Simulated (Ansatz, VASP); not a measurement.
## GaN in VASP and in Ansatz

```
Ga N
1.0
     0.00000    2.13777    2.13777
     2.13777    0.00000    2.13777
     2.13777    2.13777    0.00000
Ga N
1 1
Direct
  0.00000 0.00000 0.00000
  0.50000 0.50000 0.50000
```

Alike in both runs: task single point; functional PBE; k mesh 12 × 12 × 12; occupations gaussian, width 0.03 eV; no spin polarisation.

|  | VASP | Ansatz |
| --- | --- | --- |
| version | VASP 6.6.1 | Ansatz 0.2.0 |
| potentials or method | VASP PAW PBE potentials, release 64 (Ga_d, N) | scalar-relativistic, plane waves, PAW |
| plane-wave cutoff (eV) | 520 | 520 |
| valence electrons in the cell | 18 | 18 |

```csv
,VASP,Ansatz,Ansatz less VASP
gap on the k mesh at the Fermi level (eV),0.37,0.38,+0.011
least direct gap on the mesh (eV),2.32,2.32,+0.001
pressure (GPa),-0.3,-1.1,-0.78
```

With one functional, cell and mesh, what is left measures potentials, basis and numerics.

A k mesh can miss the band edges.
